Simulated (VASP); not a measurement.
Wanted: the native input for a VASP 6.6.1 run.

```yaml
Task: single point
Functional: PBEsol
Potentials_or_basis: VASP PAW PBE potentials, release 64 (Os)
Cutoff: 520 eV
k_mesh: 16 × 16 × 16
Occupations: fermi-dirac, width 0.1 eV
Spin: no spin polarisation
Dipole_correction: no
Further_INCAR_settings: ALGO = Normal; EDIFF = 1e-07; NBANDS = 10
```

The structure of Os lies in POSCAR:

```
Os
1.0
    0.0000000000      1.9360952659      1.9360952659
    1.9360952659      0.0000000000      1.9360952659
    1.9360952659      1.9360952659      0.0000000000
Os
1
Direct
    0.0000000000      0.0000000000      0.0000000000
```

This isn't the form of Os at room conditions, which is hcp.

These files were run (other wordings do the same):

INCAR

```
  PREC = Accurate
  ENCUT = 520
  EDIFF = 1E-7
  ISMEAR = -1
  SIGMA = 0.1
  LREAL = F
  LASPH = T
  NELM = 60
  ALGO = Normal
  ISIF = 2
  LWAVE = F
  LCHARG = F
  GGA = PS
  NBANDS = 10
```

KPOINTS

```
Automatic mesh
0
Gamma
  16 16 16
```

Potentials or basis: VASP PAW PBE potentials, release 64 (Os).

Run with:

```bash
$ cat potpaw_PBE.64/Os/POTCAR > POTCAR
$ mpirun -np 1 vasp_std > vasp.out
```

It gave:

```yaml
Pressure: -15.2 GPa
Band_gap_on_the_k_mesh: none (metal or under the smearing width)
```

Caveat: so large a pressure means that the cell lies far from this level's equilibrium, or that cutoff or potentials fall short; the potentials were made for another functional, which shifts forces and pressure.

Wall time 16 s on 1 thread of Intel(R) Xeon(R) Platinum 8488C (Sapphire Rapids) (shared host), peak memory 0.14 GiB.
